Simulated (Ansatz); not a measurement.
Relaxed ZnTe (zinc blende):

```
ZnTe
1.0
    0.00000     3.05670     3.05670
    3.05670     0.00000     3.05670
    3.05670     3.05670     0.00000
Te Zn
1 1
Direct
  0.75000   0.75000   0.75000
  0.00000   0.00000   0.00000
```

Scan: atom 2 (Zn, nearest neighbour Te at 2.647 Å; its periodic images, 4.3 Å or more away, move with it) is displaced towards the nearest neighbour, direction (-0.577, -0.577, -0.577) in Cartesian axes, by s. The other atoms stay.

Level of theory: r2SCAN (plane waves to 500 eV, PAW, scalar-relativistic; Ansatz, a program for electronic structure). k mesh 8×8×8 (Γ-centred), Fermi-Dirac smearing 0.05 eV. The energy includes the smearing's −TS. Spin-orbit coupling is left out, though Te is heavy. ZnTe was relaxed with its symmetry unable to fall. The zero of ΔE is the undisplaced structure.

| s (Å) | ΔE (meV/cell) |
|---|---|
| -0.530 | 339 |
| -0.424 | withheld |
| -0.318 | 164 |
| -0.212 | 84 |
| -0.106 | 24 |
| 0.000 | 0 |
| 0.106 | 32 |
| 0.212 | 146 |
| 0.318 | 379 |
| 0.424 | 783 |
| 0.530 | 1430 |

Task: Fit a polynomial form (powers 2, 3, 4) to the given rows and predict ΔE at s = -0.424.

Result: Least squares on the 10 given rows: ΔE = (2379)·s² + (3633)·s³ + (2722)·s⁴, in meV/cell with s in Å; root-mean-square residual 6.1 meV/cell. At -0.424 the fit gives 239 meV/cell; the calculation gives 253 meV/cell, so the interpolation is off by -14 (-5.5 %). The quadratic term alone would give 428 meV/cell.

(For displaced atoms, the force is minus the slope of the energy, and its curvature is a force constant, which sets phonon frequencies.)
